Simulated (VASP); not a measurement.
Input of a VASP 6.6.1 run:

File INCAR:

```
SYSTEM = Nb
PREC = Accurate ; ENCUT = 520
EDIFF = 1E-6 ; ISMEAR = 1
SIGMA = 0.1 ; LREAL = .False.
LASPH = .True. ; NELM = 120
ALGO = Normal ; ISIF = 2
LWAVE = .False. ; LCHARG = .False.
LDIPOL = .True. ; IDIPOL = 3
DIPOL = 0.5 0.5 0.500 ; GGA = PE
IBRION = 2 ; NSW = 90
EDIFFG = -0.02 ; KPAR = 2
```

Contents of KPOINTS:

```
Automatic mesh
0
Gamma
  12 12 1
  0 0 0
```

POSCAR

```
Nb
1.0
    2.8655568500      0.0000000000      0.0000000000
   -0.9551856200      2.7016728600      0.0000000000
    0.0000000000      0.0000000000     19.8794566000
Nb
3
Selective dynamics
Direct
    0.0000000000      0.0000000000      0.3823042100  F F F
    0.5000000000      0.5000000000      0.4999974500  T T T
    0.0000000000      0.0000000000      0.6176957900  T T T
```

Potentials or basis: VASP PAW PBE potentials, release 64 (Nb_sv).

Launch:

```bash
$ cat potpaw_PBE.64/Nb_sv/POTCAR > POTCAR
$ mpirun -np 2 vasp_std > vasp.out
```

Problem. What does it give for the band gap on the k mesh?

Solution. None (metal or under the smearing width).

Problem. Predict the energy gained by relaxing.

Solution. 8.9 meV/atom.

Final structure:
```
Nb
1.0
     2.86556    0.00000    0.00000
    -0.95519    2.70167    0.00000
     0.00000    0.00000   19.87946
Nb
3
Direct
  0.00000 0.00000 0.38230
  0.50000 0.50000 0.49649
  0.00000 0.00000 0.61081
```
